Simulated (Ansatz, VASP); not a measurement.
Al: VASP beside Ansatz

Contents of INCAR:

```
SYSTEM = Al
ALGO = Normal
EDIFF = 1E-6
ENCUT = 520
GGA = PE
ISIF = 2
ISMEAR = -1
LASPH = .True.
LCHARG = .False.
LREAL = .False.
LWAVE = .False.
NBANDS = 10
NELM = 60
PREC = Accurate
SIGMA = 0.08
```

File KPOINTS:

```
k-points
0
Gamma
  9 9 9
  0 0 0
```

File POSCAR:

```
Al
1.0
    0.0000000000      3.0631333879      3.0631333879
    3.0631333879      0.0000000000      3.0631333879
    3.0631333879      3.0631333879      0.0000000000
Al
2
Direct
    0.0000000000      0.0000000000      0.0000000000
    0.2500000000      0.2500000000      0.2500000000
```

Input for Ansatz:

```yaml
crystal:
  lattice:
    - [0.0, 3.0631333879, 3.0631333879]
    - [3.0631333879, 0.0, 3.0631333879]
    - [3.0631333879, 3.0631333879, 0.0]
  atoms:
    - { symbol: Al, position: [0.0, 0.0, 0.0] }
    - { symbol: Al, position: [0.25, 0.25, 0.25] }
kpoints:
  mp_grid: { grid: [9, 9, 9] }
scf:
  occupations: { method: fermi_dirac, width: 0.08 }
hamiltonian:
  xc: pbe
  pseudopotentials: { kind: all_electron, lapw: { basis_error: 0.00025 } }
output:
  forces: true
  stress: true
  eigenvalues: true
```

Change from the starting cell: volume scaled by 1.04.

Alike in both runs: task single point; functional PBE; k mesh 9 × 9 × 9; occupations fermi-dirac, width 0.08 eV; no spin polarisation.

|  | VASP | Ansatz |
| --- | --- | --- |
| version | VASP 6.6.1 | Ansatz 0.2.0 |
| potentials or method | VASP PAW PBE potentials, release 64 (Al) | all-electron LAPW, scalar-relativistic |
| plane-wave cutoff (eV) | 520 | see its input |

```tsv
	VASP	Ansatz	Ansatz less VASP
pressure (GPa)	-1.4	-1.4	-0.01
```

Ansatz ran all-electron here, so the differences hold the error of VASP's frozen core and of both bases.
